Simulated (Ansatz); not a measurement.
# Ru(0001) with 2 layers of random Ru-Mo, 2x2: scattering by chemical disorder, part 2 of 2

Wanted: resistance against the alloy's length, first Ru(0001) with 2 layers of random Ru-Mo, 2x2.

Ansatz 0.2.0; Ansatz plane-wave DFT, PBE, PAW files; ballistic transport by layer matching (Landauer), zero bias; PAW set soft_1.

So far. Step 3 (With 6 alloy layers): Over the solved energies the transmission per spin lies between 3.94 and 4.07, out of 5.5 channels of the lead on average (up to 6.06).

### Step 4. With 10 alloy layers

In 10 layers a share of 0.125 of the sites is given to Mo at random. A fresh draw is used; the growth of the resistance with length is what counts.

System of this step: Ru(0001) with 10 layers of random Ru-Mo, 2x2. The cell holds 80 atoms: 75 Ru and 5 Mo. Cell: a = 5.412 Å, b = 5.412 Å, c = 42.819 Å, α = 90.0°, β = 90.0°, γ = 120.0°. It derives from Ru. Regions: lead, 40 atoms (40 Ru); scattering region, 40 atoms (35 Ru and 5 Mo). The structure is stacked along c, and the current runs across the ab planes.

The input, input.yaml:

```yaml
crystal:
  lattice:
    - [5.4116, 0.0, 0.0]
    - [-2.7058, 4.6865830751, 0.0]
    - [0.0, 0.0, 42.819]
  atoms:
    - { symbol: Ru, position: [0.1666666667, 0.3333333333, 0.025] }
    - { symbol: Ru, position: [0.1666666667, 0.8333333333, 0.025] }
    - { symbol: Ru, position: [0.6666666667, 0.3333333333, 0.025] }
    - { symbol: Ru, position: [0.6666666667, 0.8333333333, 0.025] }
    - { symbol: Ru, position: [0.3333333333, 0.1666666667, 0.075] }
    - { symbol: Ru, position: [0.3333333333, 0.6666666667, 0.075] }
    - { symbol: Ru, position: [0.8333333333, 0.1666666667, 0.075] }
    - { symbol: Ru, position: [0.8333333333, 0.6666666667, 0.075] }
    - { symbol: Ru, position: [0.1666666667, 0.3333333333, 0.125] }
    - { symbol: Ru, position: [0.1666666667, 0.8333333333, 0.125] }
    - { symbol: Ru, position: [0.6666666667, 0.3333333333, 0.125] }
    - { symbol: Ru, position: [0.6666666667, 0.8333333333, 0.125] }
    - { symbol: Ru, position: [0.3333333333, 0.1666666667, 0.175] }
    - { symbol: Ru, position: [0.3333333333, 0.6666666667, 0.175] }
    - { symbol: Ru, position: [0.8333333333, 0.1666666667, 0.175] }
    - { symbol: Ru, position: [0.8333333333, 0.6666666667, 0.175] }
    - { symbol: Ru, position: [0.1666666667, 0.3333333333, 0.225] }
    - { symbol: Ru, position: [0.1666666667, 0.8333333333, 0.225] }
    - { symbol: Ru, position: [0.6666666667, 0.3333333333, 0.225] }
    - { symbol: Ru, position: [0.6666666667, 0.8333333333, 0.225] }
    - { symbol: Ru, position: [0.3333333333, 0.1666666667, 0.275] }
    - { symbol: Ru, position: [0.3333333333, 0.6666666667, 0.275] }
    - { symbol: Ru, position: [0.8333333333, 0.1666666667, 0.275] }
    - { symbol: Ru, position: [0.8333333333, 0.6666666667, 0.275] }
    - { symbol: Ru, position: [0.1666666667, 0.3333333333, 0.325] }
    - { symbol: Ru, position: [0.1666666667, 0.8333333333, 0.325] }
    - { symbol: Ru, position: [0.6666666667, 0.3333333333, 0.325] }
    - { symbol: Ru, position: [0.6666666667, 0.8333333333, 0.325] }
    - { symbol: Ru, position: [0.3333333333, 0.1666666667, 0.375] }
    - { symbol: Ru, position: [0.3333333333, 0.6666666667, 0.375] }
    - { symbol: Ru, position: [0.8333333333, 0.1666666667, 0.375] }
    - { symbol: Ru, position: [0.8333333333, 0.6666666667, 0.375] }
    - { symbol: Ru, position: [0.1666666667, 0.3333333333, 0.425] }
    - { symbol: Ru, position: [0.1666666667, 0.8333333333, 0.425] }
    - { symbol: Ru, position: [0.6666666667, 0.3333333333, 0.425] }
    - { symbol: Ru, position: [0.6666666667, 0.8333333333, 0.425] }
    - { symbol: Ru, position: [0.3333333333, 0.1666666667, 0.475] }
    - { symbol: Ru, position: [0.3333333333, 0.6666666667, 0.475] }
    - { symbol: Ru, position: [0.8333333333, 0.1666666667, 0.475] }
    - { symbol: Mo, position: [0.8333333333, 0.6666666667, 0.475] }
    - { symbol: Ru, position: [0.1666666667, 0.3333333333, 0.525] }
    - { symbol: Ru, position: [0.1666666667, 0.8333333333, 0.525] }
    - { symbol: Ru, position: [0.6666666667, 0.3333333333, 0.525] }
    - { symbol: Ru, position: [0.6666666667, 0.8333333333, 0.525] }
    - { symbol: Ru, position: [0.3333333333, 0.1666666667, 0.575] }
    - { symbol: Mo, position: [0.3333333333, 0.6666666667, 0.575] }
    - { symbol: Ru, position: [0.8333333333, 0.1666666667, 0.575] }
    - { symbol: Ru, position: [0.8333333333, 0.6666666667, 0.575] }
    - { symbol: Ru, position: [0.1666666667, 0.3333333333, 0.625] }
    - { symbol: Ru, position: [0.1666666667, 0.8333333333, 0.625] }
    - { symbol: Mo, position: [0.6666666667, 0.3333333333, 0.625] }
    - { symbol: Mo, position: [0.6666666667, 0.8333333333, 0.625] }
    - { symbol: Mo, position: [0.3333333333, 0.1666666667, 0.675] }
    - { symbol: Ru, position: [0.3333333333, 0.6666666667, 0.675] }
    - { symbol: Ru, position: [0.8333333333, 0.1666666667, 0.675] }
    - { symbol: Ru, position: [0.8333333333, 0.6666666667, 0.675] }
    - { symbol: Ru, position: [0.1666666667, 0.3333333333, 0.725] }
    - { symbol: Ru, position: [0.1666666667, 0.8333333333, 0.725] }
    - { symbol: Ru, position: [0.6666666667, 0.3333333333, 0.725] }
    - { symbol: Ru, position: [0.6666666667, 0.8333333333, 0.725] }
    - { symbol: Ru, position: [0.3333333333, 0.1666666667, 0.775] }
    - { symbol: Ru, position: [0.3333333333, 0.6666666667, 0.775] }
    - { symbol: Ru, position: [0.8333333333, 0.1666666667, 0.775] }
    - { symbol: Ru, position: [0.8333333333, 0.6666666667, 0.775] }
    - { symbol: Ru, position: [0.1666666667, 0.3333333333, 0.825] }
    - { symbol: Ru, position: [0.1666666667, 0.8333333333, 0.825] }
    - { symbol: Ru, position: [0.6666666667, 0.3333333333, 0.825] }
    - { symbol: Ru, position: [0.6666666667, 0.8333333333, 0.825] }
    - { symbol: Ru, position: [0.3333333333, 0.1666666667, 0.875] }
    - { symbol: Ru, position: [0.3333333333, 0.6666666667, 0.875] }
    - { symbol: Ru, position: [0.8333333333, 0.1666666667, 0.875] }
    - { symbol: Ru, position: [0.8333333333, 0.6666666667, 0.875] }
    - { symbol: Ru, position: [0.1666666667, 0.3333333333, 0.925] }
    - { symbol: Ru, position: [0.1666666667, 0.8333333333, 0.925] }
    - { symbol: Ru, position: [0.6666666667, 0.3333333333, 0.925] }
    - { symbol: Ru, position: [0.6666666667, 0.8333333333, 0.925] }
    - { symbol: Ru, position: [0.3333333333, 0.1666666667, 0.975] }
    - { symbol: Ru, position: [0.3333333333, 0.6666666667, 0.975] }
    - { symbol: Ru, position: [0.8333333333, 0.1666666667, 0.975] }
    - { symbol: Ru, position: [0.8333333333, 0.6666666667, 0.975] }
kpoints:
  mp_grid: { grid: [5, 5, 1] }
hamiltonian:
  xc: pbe
  pseudopotentials: { kind: paw, azcp: { folder: soft_1 } }
scf:
  occupations: { method: fermi_dirac, width: 0.1 }
output:
  transmission:
    leads: [[0, 8]]
    kmesh: [10, 10]
    e_range: [-0.05, 0.05]
    de: 0.05
  write_potential: true
  write_density: true
  volumetric_format: npy
```

Launch:

```console
$ ansatz run input.yaml --threads 4 --pin off --max-ram 15360MiB --backend cpu --events-out ev --progress --plain --runs-dir out
```

Numbers of over 12 decimals in the logs are rounded to 6 here.

Log:

```text
[...]
Crystal: 80 atoms, lattice volume = 1085.972 Å³
Basis set: ecut = 420 eV, 21185 PW (Γ)
Bands: 762, of which v1, the nominal top of the filled ones, is band 635 counted from 1 (634 counted from 0)
Symmetry: 1 space group operations
[...]
k-points: 13 of 25 (time reversal used)
[...]
SCF iter   1: F=—  HF=-465769.471623 eV  |F-HF|=—  |Δ(HF+E_count)|=         —  Δρ=1.50e-1  dr2=1.55e4  ethr=3.10e-3  ⟨swp⟩=5.0  Hψ=31265  notcnv=0  defer=8
[...]
SCF iter  11: F=-465685.916480 eV  HF=-465685.916480 eV  |F-HF|=8.87e-8  |Δ(HF+E_count)|=  8.15e-10  Δρ=4.34e-7  dr2=8.95e-8  ethr=7.87e-12  ⟨swp⟩=7.8  Hψ=21943  notcnv=0
SCF 1 converged in 11 iterations: F = -465685.916480 eV  dr2 = 8.95e-8
[...]
transmission: 417 of 4160 steps passed
transmission: 832 of 4160 steps passed
[...]
transmission: 4160 of 4160 steps passed
SCF converged after 11 iterations
Free energy (F): -465685.916480 eV
[...]
Internal energy: -465683.456201 eV  (E = F + TS)
E sigma→0 (E₀):  -465684.686341 eV
Entropy (-TS):   -2.460279 eV (-30.753 meV/atom)
Fermi energy:    23.398846 eV
[...]
--- Band table (eV; the first three rows and the last of 13) ---
  k-point 0: bands = [... 631 lower, 24.1341, 24.3367, 24.3434, 24.3595, 24.3680, 24.3821, 24.4080, 24.5035, ... 123 higher]
  k-point 1: bands = [... 631 lower, 23.7127, 23.7264, 23.7478, 23.7859, 23.8306, 23.8443, 23.8648, 23.8963, ... 123 higher]
  k-point 2: bands = [... 631 lower, 23.0848, 23.1514, 23.1728, 23.1899, 23.2477, 23.3108, 23.3237, 23.3377, ... 123 higher]
  k-point 12: bands = [... 631 lower, 23.2698, 23.2779, 23.3042, 23.3150, 23.3390, 23.3476, 23.4337, 23.4449, ... 123 higher]
--- Transmission ---
  basis      : 223 plane waves across, 80 finite elements along
  points     : 52, standing for a mesh of 10 x 10
[...]
channels       : 5.280000e0 a spin
[...]
junction   : crystal 0 to crystal 0, 3.58 to 42.12 Å
    transmission   : 3.293603e0 a spin
[...]
```

Wall time 16 min (4 threads of AMD EPYC 7R13 (Zen 3), shared host); peak memory 8.6 GiB.

This step gave:

```
free energy                                   : -465685.9165 eV
energy at zero smearing                       : -465684.6863 eV
transmission per spin nearest the Fermi level : 3.294
step of the lead's potential                  : 2.8 meV
```

Per spin. Transmission, zone mean against energy, zero at the Fermi level:

| energy (eV) | transmission, zone mean |
| --- | --- |
| -0.0500 | 3.26 |
| 0.0000 | 3.29 |
| 0.0500 | 3.39 |

Over the solved energies the transmission per spin lies between 3.26 and 3.39, out of 5.44 channels of the lead on average (up to 5.88).

### Step 5. The fit

This step: Ansatz plane-wave DFT, PBE, PAW files; ballistic transport by layer matching (Landauer), zero bias; residual resistivity from the slope of the area resistance, atoms on the host's lattice; PAW set soft_1 (Ansatz 0.2.0).

This step gave:

| Item | Value |
| --- | --- |
| resistivity | 17.61 µΩ cm |
| intercept | 0.004322 fΩ m² |
| scatter about the fit | 0.005248 fΩ m² |

Resistance, by row:

| run | length (Å) | T | channels N | RA (fΩ m²) |
| --- | --- | --- | --- | --- |
| n2 | 4.282 | 4.685 | 5.32 | 0.08343 |
| n6 | 12.85 | 4 | 5.5 | 0.2231 |
| n10 | 21.41 | 3.317 | 5.44 | 0.385 |

The area resistance by length of the alloy:

| length of the alloy (Å) | area resistance (fΩ m²) |
| --- | --- |
| 4.28 | 0.0834 |
| 12.85 | 0.223 |
| 21.41 | 0.385 |

The area resistance goes from 0.083 to 0.39 fΩ m² between 4.3 and 21.4 Å, a slope of 18 µΩ cm.

By hand from the end points: (0.3850 − 0.08343) fΩ m² / (21.41 − 4.28) Å = 18 µΩ cm, since 1 fΩ m² per Å is 1000 µΩ cm.

### Step 6. Summary of results

```yaml
resistivity_from_the_slope: 17.6 µΩ cm
area_resistance_over_4p28_a: 0.0834 fΩ m²
area_resistance_over_12p8_a: 0.223 fΩ m²
area_resistance_over_21p4_a: 0.385 fΩ m²
```

**Reading.** The slope gives 18 µΩ cm. The points scatter by 0.0052 fΩ m² about the line, with one random draw a length in a 2x2 cell, so the slope is a rough value. The lead's own channel count moves between the runs (5.32, 5.5 and 5.44), which shifts RA and the slope too. Read with a model of isotropic scattering on a spherical Fermi surface and the lead's 1.6×10¹⁵ S/m², this slope means a mean free path near 28 Å; over these lengths the model's slope is 1.06 times its bulk resistivity, which would be 17 µΩ cm. The draw over the shortest length came out nearly ordered, with 12 symmetry operations, so that point is a poor sample of a random alloy. The atoms sit on the host's lattice, so scattering by size misfit is left out.

[Logs are printed without paths, hosts, clocks, repeated set-up lines and the standing remarks that a program may print on its own settings, such as how far it seeks lower states.]

[Hosts, paths, dates, database ids (printed as entryN), source tags and the programs' standing remarks are cut or masked in the printed files.]
